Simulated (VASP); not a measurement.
A run of VASP 6.6.1:

File INCAR:

```
ALGO = Normal ; EDIFF = 1E-6
EDIFFG = -0.005 ; ENCUT = 600
GGA = CA ; IBRION = 2
ISIF = 3 ; ISMEAR = 0
LASPH = True ; LCHARG = False
LREAL = False ; LWAVE = False
NELM = 100 ; NSW = 70
PREC = Accurate ; SIGMA = 0.02
```

File KPOINTS:

```
k-points
0
Gamma
  8 8 8
```

The input POSCAR:

```
AlP
1.0
    0.0000000000      2.7534005762      2.7534005762
    2.7534005762      0.0000000000      2.7534005762
    2.7534005762      2.7534005762      0.0000000000
Al P
1 1
Direct
    0.0000000000      0.0000000000      0.0000000000
    0.2500000000      0.2500000000      0.2500000000
```

Potentials or basis: VASP PAW LDA potentials, release 64 (Al, P).

Command:

```sh
$ cat potpaw_LDA.64/Al/POTCAR potpaw_LDA.64/P/POTCAR > POTCAR
$ mpirun -np 1 vasp_std > vasp.out
```

Hardware: 1 thread of Intel(R) Xeon(R) Platinum 8375C CPU @ 2.90GHz (Ice Lake) (shared host).

How long does it take, and how much memory?

Run time: 14 s on 1 thread of Intel(R) Xeon(R) Platinum 8375C CPU @ 2.90GHz (Ice Lake), on a shared host, peak memory 0.15 GiB. Counts: scf iterations 25, k points 29, ion steps 3.
